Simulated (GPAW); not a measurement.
Runs of GPAW 26.7.0 on PtS2. Symmetry: P-3m1, No. 164, trigonal system. The conventional cell has a = 3.543 Å, b = 3.543 Å, c = 5.039 Å, α = 90.00°, β = 90.00°, γ = 120.00°. Pt (site symmetry -3m) is surrounded by 6 S at 2.34 Å. S (site symmetry 3m) has 3 Pt at 2.34 Å as nearest neighbours. 

```tsv
task	level	potentials or basis	k mesh	ranks	gap on the mesh (eV)	pressure (GPa)	largest force (eV/Å)
single point	AM05	PAW data sets generated in the run's folder for this functional, pw	9 × 9 × 5	-	0.96	6.3	0.82
single point	LDA	the program's PAW data sets (release 1.2.1) made for this functional, pw	9 × 9 × 5	-	0.89	(c)	0.76
single point	revPBE	the program's PAW data sets (release 1.2.1) made for this functional, pw	9 × 9 × 5	-	1.03	14.0	(d)
single point	vdW-DF2	GPAW PAW data sets (gpaw-data 1.2.1), pw	9 × 9 × 5	-	(a)	-	(b)
```

Alike in all rows: no spin polarisation; cell as given; cutoff (eV) 600; smearing fermi-dirac 0.05 eV.

Problem. Fill in the values left out.

Solution. (a) 1.02; (b) 2.57; (c) 3.0; (d) 1.36.

Caveats: spin-orbit coupling is left out, which moves the levels of the heavy elements; an odd mesh through Γ misses points on the zone boundary, where band edges often lie; forces of over 1 eV/Å show positions far from the minimum, so gaps and moduli don't describe the material at rest (some runs); the PAW data sets were made with another functional, which shifts forces and pressure a little (some runs).

A k mesh can miss the band edges, and the runs leave out spin-orbit coupling on Pt.

Runs at the PBE level aren't shown here.
